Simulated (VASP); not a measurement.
Input of a VASP 6.6.1 run:

File INCAR:

```
SYSTEM = SrO
PREC = Accurate
ENCUT = 520
EDIFF = 1E-6
ISMEAR = 0
SIGMA = 0.01
LREAL = .False.
LASPH = .True.
NELM = 100
ALGO = Fast
ISIF = 2
LWAVE = .False.
LCHARG = .False.
GGA = PE
NBANDS = 24
```

KPOINTS

```
regular mesh
0
Gamma
  6 6 4
  0 0 0
```

The input POSCAR:

```
SrO
1.0
    4.2700252809      0.0000000000      0.0000000000
   -2.1350126404      3.6979503680      0.0000000000
    0.0000000000      0.0000000000      5.1444569793
Sr O
2 2
Direct
    0.3333333333      0.6666666667      0.2500000000
    0.6666666667      0.3333333333      0.7500000000
    0.6666666667      0.3333333333      0.2500000000
    0.3333333333      0.6666666667      0.7500000000
```

Potentials or basis: VASP PAW PBE potentials, release 64 (Sr_sv, O).

The run is started by

```sh
$ cat potpaw_PBE.64/Sr_sv/POTCAR potpaw_PBE.64/O/POTCAR > POTCAR
$ mpirun -np 1 vasp_std > vasp.out
```

Estimate the band gap on the k mesh.

2.64 eV, direct.

Predict the pressure.

1.7 GPa.

Stress tensor (GPa, compression positive):
```
1.57 0.00 0.00
0.00 1.57 0.00
0.00 0.00 2.03
```

A hybrid or GW would open this gap; PBE tends to underestimate it.
